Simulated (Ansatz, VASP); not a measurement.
Two plane-wave programs on HgSe

```xyz
2
Lattice="0.0000 3.0316 3.0316 3.0316 0.0000 3.0316 3.0316 3.0316 0.0000" Properties=species:S:1:pos:R:3 pbc="T T T"
Hg    0.0000    0.0000    0.0000
Se    1.5158    1.5158    1.5158
```

Alike in both runs: functional LDA; k mesh 10 × 10 × 10; occupations gaussian, width 0.01 eV; no spin polarisation.

Ansatz relaxed the structure, and its values are those at the end. VASP's run is a single point on that final structure, the one shown.

```csv
,VASP,Ansatz
version,VASP 6.6.1,Ansatz 0.2.0
potentials or method,"VASP PAW LDA potentials, release 64 (Hg, Se)","scalar-relativistic, plane waves, PAW"
plane-wave cutoff (eV),520,420
valence electrons in the cell,18,36
```

Ansatz gave:

```
gap on the k mesh at the Fermi level (eV) : none
pressure (GPa)                            : 0.0
```

**Question.** Which values does VASP return?

**Answer.** gap on the k mesh at the Fermi level (eV): none; pressure (GPa): 0.5.

A gap of «none» marks a metal or a gap that the smearing closes. The two sets of potentials don't hold the same shells in valence.

Spin-orbit coupling is left out, which matters for the levels of Hg.
